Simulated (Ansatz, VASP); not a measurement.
**P: VASP beside Ansatz**

Contents of INCAR:

```
PREC     = Accurate       # precision mode
ENCUT    = 600            # plane-wave cutoff, eV
EDIFF    = 1E-6           # SCF threshold, eV
ISMEAR   = 0              # smearing method
SIGMA    = 0.1            # smearing width, eV
LREAL    = False          # projectors in reciprocal space
LASPH    = True           # aspherical terms in the spheres
NELM     = 100            # most SCF steps
ALGO     = Normal         # electronic algorithm
ISIF     = 3              # what is computed and relaxed
LWAVE    = False          # write WAVECAR
LCHARG   = False          # write CHGCAR
GGA      = PE             # functional
IVDW     = 12             # dispersion correction
IBRION   = 2              # ionic algorithm
NSW      = 100            # ionic steps
EDIFFG   = -0.005         # ionic threshold
```

KPOINTS

```
Automatic mesh
0
Gamma
  18 18 18
```

Contents of POSCAR:

```
P
1.0
    2.4072603253      0.0000000000      0.0000000000
    0.0000000000      2.4072603253      0.0000000000
    0.0000000000      0.0000000000      2.4073685778
P
1
Direct
    0.0000000000      0.0000000000      0.0000000000
```

Input for Ansatz:

```yaml
crystal:
  lattice:
    - [2.4072603253, 0.0, 0.0]
    - [0.0, 2.4072603253, 0.0]
    - [0.0, 0.0, 2.4073685778]
  atoms:
    - { symbol: P, position: [0.0, 0.0, 0.0] }
basis:
  ecutwfc: 420
kpoints:
  mp_grid: { grid: [18, 18, 18] }
hamiltonian:
  xc: pbe
  dispersion: d3bj
scf:
  occupations: { method: gaussian, width: 0.1 }
output:
  forces: true
  stress: true
  eigenvalues: true
relax:
  adjacent_minimum: "off"
  f_tol: 0.005
  max_steps: 80
  cell: { stress_tol: 0.05 }
```

This isn't the form of P at room conditions, which is orthorhombic.

Alike in both runs: task relaxation of cell and atoms; functional PBE; dispersion D3(BJ); k mesh 18 × 18 × 18; occupations gaussian, width 0.1 eV; no spin polarisation.

|  | VASP | Ansatz |
| --- | --- | --- |
| version | VASP 6.6.1 | Ansatz 0.2.0 |
| potentials or method | VASP PAW PBE potentials, release 64 (P) | scalar-relativistic, plane waves, PAW |
| plane-wave cutoff (eV) | 600 | 420 |
| valence electrons in the cell | 5 | 5 |

Ansatz gave:

* gap on the k mesh at the Fermi level, each at its own relaxed structure (eV): none
* relaxed volume (Å³/atom): 13.95
* relaxed cell length with the largest relative difference (Å): 2.407

What did VASP give for the same quantities?

gap on the k mesh at the Fermi level, each at its own relaxed structure (eV): none; relaxed volume (Å³/atom): 13.92; relaxed cell length with the largest relative difference (Å): 2.406.

A gap of «none» marks a metal or a gap that the smearing closes. Ansatz warned: «near_symmetry_operations_not_taken».

Caveats: pairwise dispersion overbinds metals, which lowers pressure and volume.
